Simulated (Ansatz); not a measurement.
## SnO, space group Cmce: a conversion between chain and input file, step by step

With the Ansatz DFT code, driven from Python.

The cells in order, each with its output:

```python
from pathlib import Path

import ansatz as az

lattice = az.Lattice.of(
    (2.736912, -2.737796, 0.0),
    (2.736912, 2.737796, 0.0),
    (0.0, 0.0, 10.22196),
)
sites = [
    ('Sn', (0.736547, 0.263453, 0.863858)),
    ('Sn', (0.263453, 0.736547, 0.136142)),
    ('Sn', (0.763453, 0.236547, 0.363858)),
    ('Sn', (0.236547, 0.763453, 0.636142)),
    ('O', (0.261944, 0.238056, 0.25)),
    ('O', (0.738056, 0.761944, 0.75)),
    ('O', (0.238056, 0.261944, 0.75)),
    ('O', (0.761944, 0.738056, 0.25)),
]
system = az.Crystal(lattice=lattice)
for symbol, position in sites:
    system = system.atom(symbol, position)
```

```python
system.resolved().tree()['lattice']
```

    ((2.736912, -2.737796, 0.0), (2.736912, 2.737796, 0.0), (0.0, 0.0, 10.22196))

```python
calc = (
    system.calculation()
    .functional('PBEsol', dispersion='d3bjatm')
    .basis(530)
    .accuracy('high')
    .kpoints(spacing=0.32)
    .occupations(az.OccupationsMethod.FIXED)
    .eigensolver('davidson', mixed_precision=False)
    .scf(tolerance=1e-06)
    .relax(cell=True, pressure=2)
)
Path('written.yaml').write_text(calc.to_yaml())
back = az.Calculation.from_yaml('written.yaml')
print(back.to_python())
print('same input:', back.to_yaml() == calc.to_yaml())
```

    (
        az.Lattice.of(((2.736912, -2.737796, 0.0), (2.736912, 2.737796, 0.0), (0.0, 0.0, 10.22196)))
        .atom("Sn", (0.736547, 0.263453, 0.863858))
        .atom("Sn", (0.263453, 0.736547, 0.136142))
        .atom("Sn", (0.763453, 0.236547, 0.363858))
        .atom("Sn", (0.236547, 0.763453, 0.636142))
        .atom("O", (0.261944, 0.238056, 0.25))
        .atom("O", (0.738056, 0.761944, 0.75))
        .atom("O", (0.238056, 0.261944, 0.75))
        .atom("O", (0.761944, 0.738056, 0.25))
        .calculation()
        .accuracy("high")
        .basis(cutoff=530.0)
        .kpoints(spacing=0.32)
        .functional("pbesol", dispersion="d3bjatm")
        .scf(tolerance=1e-06)
        .occupations(method="fixed")
        .eigensolver(kind="davidson", mixed_precision=False)
        .relax(cell=True, pressure=2.0)
    )
    
    same input: True

`written.yaml`, as written:
```yaml
crystal:
  lattice:
    - [2.736912, -2.737796, 0.0]
    - [2.736912, 2.737796, 0.0]
    - [0.0, 0.0, 10.22196]
  atoms:
    - { symbol: Sn, position: [0.736547, 0.263453, 0.863858] }
    - { symbol: Sn, position: [0.263453, 0.736547, 0.136142] }
    - { symbol: Sn, position: [0.763453, 0.236547, 0.363858] }
    - { symbol: Sn, position: [0.236547, 0.763453, 0.636142] }
    - { symbol: O, position: [0.261944, 0.238056, 0.25] }
    - { symbol: O, position: [0.738056, 0.761944, 0.75] }
    - { symbol: O, position: [0.238056, 0.261944, 0.75] }
    - { symbol: O, position: [0.761944, 0.738056, 0.25] }
accuracy: high
basis:
  ecutwfc: 530.0
kpoints:
  mp_grid:
    kspacing: 0.32
hamiltonian:
  xc: pbesol
  dispersion: d3bjatm
scf:
  convergence:
    dr2_threshold: 1.0e-06
  occupations:
    method: fixed
  eigensolver:
    kind: davidson
    mixed_precision: false
relax:
  cell:
    p_target: 2.0
```

The input is only written out: it wasn't run, and its settings aren't tested. The structure comes from a database and needn't be a stable phase.
